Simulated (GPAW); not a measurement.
Runs of GPAW 26.7.0 on HgTe (Coloradoite). It takes space group F-43m (No. 216, cubic). The conventional cell has a = 6.429 Å, b = 6.429 Å, c = 6.429 Å, α = 90.00°, β = 90.00°, γ = 90.00°. Around Hg (site symmetry -43m) lie 4 Te at 2.78 Å. Te (site symmetry -43m) is surrounded by 4 Hg at 2.78 Å. 

```tsv
task	level	potentials or basis	spin	k mesh	cutoff (eV)	maxiter	data set	eigensolver	band path	band points	other keys	mesh quality	gap on the mesh (eV)	pressure (GPa)	V0 of scaled cells (Å³/atom)	B0 (GPa)
equation of state	LDA	JTH PAW 2.0, LDA, pw	off	6 × 6 × 6	600	150	Hg jth, Te jth	-	-	-	-	not flagged	-	-	(a)	48
single point	PBE	GPAW PAW data sets (gpaw-data 1.2.1), pw	off	5 × 5 × 5	600	75	-	-	-	-	several, not listed	not flagged	(b)	4.7	-	-
single point	HSE03	GPAW PAW data sets (gpaw-data 1.2.1), pw	off	4 × 4 × 4	450	60	-	-	-	-	-	coarse	0.13	-	-	-
band structure	LDA	the program's PAW data sets (release 1.2.1) made for this functional, pw	SOC, no magnetisation	6 × 6 × 6	600	150	-	-	GXWKGLUWLK,UX	100	-	not flagged	-	(c)	-	-
equation of state	LDA	PAW data sets generated in the run's folder for this functional, pw	off	6 × 6 × 6	600	150	-	-	-	-	-	not flagged	-	-	33.29	47
```

Alike in all rows: cell as given; smearing fermi-dirac 0.05 eV.

Q: Fill in the values left out.

A: (a) 33.54; (b) none; (c) 0.1.

Caveats: some runs use coarse meshes; the program truncates these outside data sets (some runs); exact exchange converges slowly with the k mesh, and this mesh is small (some runs); the PAW data sets were made with another functional, which shifts forces and pressure a little (some runs); spin-orbit coupling is left out, which moves the levels of the heavy elements (some runs); spin-orbit coupling was added after a scalar SCF, so levels and gaps hold it while energy, forces, pressure and moments don't (some runs); this program's spin-orbit splittings come out too wide for heavy elements (some runs).

A k mesh can miss the band edges, and rows without SOC leave out spin-orbit coupling on Hg, Te.
